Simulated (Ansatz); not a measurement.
**Band structure of Pb**

```yaml
crystal:
  lattice:
    - [0.00000, 2.49475, 2.49475]
    - [2.49475, 0.00000, 2.49475]
    - [2.49475, 2.49475, 0.00000]
  atoms:
    - { symbol: Pb, position: [0.00000, 0.00000, 0.00000] }
```

Structure from Materials Project entry mp-20483 (possibly hypothetical), not relaxed further.

Spin–orbit coupling is left out, though it moves levels of the heavy atoms by tenths of an eV or more.

Method: DFT, LDA, all-electron LAPW, scalar-relativistic (Ansatz 0.2.0).

Sampling and basis: a Γ-centred 13×13×13 k mesh, Fermi–Dirac smearing of 0.05 eV, basis error target 1 meV/atom, no spin polarisation.

Points in fractions of the reciprocal vectors of this cell: Γ (0, 0, 0), X (0.5, 0, 0.5), U (0.625, 0.25, 0.625), K (0.375, 0.375, 0.75), L (0.5, 0.5, 0.5), W (0.5, 0.25, 0.75). The path joins them by straight lines in the order Γ–X–U–K–Γ–L–W–X; legs that retrace an earlier one aren't tabulated. Energies are in eV from the Fermi level.

(1) Metal or insulator at this level of theory?

(2) Tabulate bands 14 to 20, counted from the lowest band of the run, along the path.

Answers

(1) No gap opens: metallic or semimetallic.

(2) 
```json
{"k (1/Å)": "0.00", "point": "Γ", "band 14": "-17.00", "band 15": "-16.87", "band 16": "-16.87", "band 17": "-11.68", "band 18": "7.10", "band 19": "7.10", "band 20": "7.10"}
{"k (1/Å)": "0.31", "point": "", "band 14": "-16.96", "band 15": "-16.89", "band 16": "-16.85", "band 17": "-11.29", "band 18": "5.13", "band 19": "5.76", "band 20": "5.76"}
{"k (1/Å)": "0.63", "point": "", "band 14": "-16.86", "band 15": "-16.86", "band 16": "-16.81", "band 17": "-10.13", "band 18": "2.04", "band 19": "3.79", "band 20": "3.79"}
{"k (1/Å)": "0.94", "point": "", "band 14": "-16.77", "band 15": "-16.76", "band 16": "-16.76", "band 17": "-8.33", "band 18": "-1.23", "band 19": "2.42", "band 20": "2.42"}
{"k (1/Å)": "1.26", "point": "X", "band 14": "-16.75", "band 15": "-16.71", "band 16": "-16.71", "band 17": "-6.88", "band 18": "-3.23", "band 19": "1.93", "band 20": "1.93"}
{"k (1/Å)": "1.37", "point": "", "band 14": "-16.76", "band 15": "-16.72", "band 16": "-16.71", "band 17": "-6.88", "band 18": "-3.16", "band 19": "1.48", "band 20": "1.99"}
{"k (1/Å)": "1.48", "point": "", "band 14": "-16.77", "band 15": "-16.74", "band 16": "-16.72", "band 17": "-6.87", "band 18": "-2.98", "band 19": "0.54", "band 20": "2.16"}
{"k (1/Å)": "1.59", "point": "", "band 14": "-16.79", "band 15": "-16.77", "band 16": "-16.73", "band 17": "-6.88", "band 18": "-2.68", "band 19": "-0.43", "band 20": "2.45"}
{"k (1/Å)": "1.70", "point": "U", "band 14": "-16.81", "band 15": "-16.81", "band 16": "-16.75", "band 17": "-6.97", "band 18": "-2.26", "band 19": "-1.22", "band 20": "2.83"}
{"k (1/Å)": "1.90", "point": "", "band 14": "-16.86", "band 15": "-16.82", "band 16": "-16.74", "band 17": "-7.06", "band 18": "-2.16", "band 19": "-1.08", "band 20": "2.14"}
{"k (1/Å)": "2.09", "point": "", "band 14": "-16.90", "band 15": "-16.83", "band 16": "-16.73", "band 17": "-7.10", "band 18": "-2.22", "band 19": "-0.60", "band 20": "1.37"}
{"k (1/Å)": "2.28", "point": "", "band 14": "-16.86", "band 15": "-16.82", "band 16": "-16.74", "band 17": "-7.06", "band 18": "-2.16", "band 19": "-1.08", "band 20": "2.14"}
{"k (1/Å)": "2.48", "point": "K", "band 14": "-16.81", "band 15": "-16.81", "band 16": "-16.75", "band 17": "-6.97", "band 18": "-2.26", "band 19": "-1.22", "band 20": "2.83"}
{"k (1/Å)": "2.81", "point": "", "band 14": "-16.87", "band 15": "-16.83", "band 16": "-16.82", "band 17": "-8.13", "band 18": "-1.66", "band 19": "-0.40", "band 20": "4.49"}
{"k (1/Å)": "3.14", "point": "", "band 14": "-16.91", "band 15": "-16.90", "band 16": "-16.80", "band 17": "-9.96", "band 18": "0.49", "band 19": "2.22", "band 20": "6.41"}
{"k (1/Å)": "3.48", "point": "", "band 14": "-16.97", "band 15": "-16.88", "band 16": "-16.86", "band 17": "-11.24", "band 18": "4.04", "band 19": "5.28", "band 20": "7.19"}
{"k (1/Å)": "3.81", "point": "Γ", "band 14": "-17.00", "band 15": "-16.87", "band 16": "-16.87", "band 17": "-11.68", "band 18": "7.10", "band 19": "7.10", "band 20": "7.10"}
{"k (1/Å)": "4.08", "point": "", "band 14": "-16.98", "band 15": "-16.87", "band 16": "-16.87", "band 17": "-11.39", "band 18": "4.40", "band 19": "6.76", "band 20": "6.76"}
{"k (1/Å)": "4.36", "point": "", "band 14": "-16.97", "band 15": "-16.84", "band 16": "-16.84", "band 17": "-10.52", "band 18": "0.65", "band 19": "6.10", "band 20": "6.10"}
{"k (1/Å)": "4.63", "point": "", "band 14": "-16.98", "band 15": "-16.77", "band 16": "-16.77", "band 17": "-9.19", "band 18": "-2.53", "band 19": "5.54", "band 20": "5.54"}
{"k (1/Å)": "4.90", "point": "L", "band 14": "-16.99", "band 15": "-16.74", "band 16": "-16.74", "band 17": "-8.22", "band 18": "-4.13", "band 19": "5.32", "band 20": "5.32"}
{"k (1/Å)": "5.12", "point": "", "band 14": "-16.96", "band 15": "-16.77", "band 16": "-16.75", "band 17": "-8.08", "band 18": "-3.90", "band 19": "3.69", "band 20": "4.75"}
{"k (1/Å)": "5.35", "point": "", "band 14": "-16.89", "band 15": "-16.83", "band 16": "-16.75", "band 17": "-7.66", "band 18": "-3.23", "band 19": "1.29", "band 20": "3.16"}
{"k (1/Å)": "5.57", "point": "", "band 14": "-16.90", "band 15": "-16.83", "band 16": "-16.73", "band 17": "-7.10", "band 18": "-2.22", "band 19": "-0.60", "band 20": "1.37"}
{"k (1/Å)": "5.79", "point": "W", "band 14": "-16.94", "band 15": "-16.83", "band 16": "-16.71", "band 17": "-6.79", "band 18": "-1.38", "band 19": "-1.38", "band 20": "0.25"}
{"k (1/Å)": "5.95", "point": "", "band 14": "-16.86", "band 15": "-16.81", "band 16": "-16.71", "band 17": "-6.80", "band 18": "-2.16", "band 19": "-0.44", "band 20": "0.43"}
{"k (1/Å)": "6.11", "point": "", "band 14": "-16.78", "band 15": "-16.78", "band 16": "-16.71", "band 17": "-6.84", "band 18": "-2.74", "band 19": "0.57", "band 20": "0.91"}
{"k (1/Å)": "6.26", "point": "", "band 14": "-16.76", "band 15": "-16.73", "band 16": "-16.71", "band 17": "-6.87", "band 18": "-3.10", "band 19": "1.50", "band 20": "1.56"}
{"k (1/Å)": "6.42", "point": "X", "band 14": "-16.75", "band 15": "-16.71", "band 16": "-16.71", "band 17": "-6.88", "band 18": "-3.23", "band 19": "1.93", "band 20": "1.93"}
```
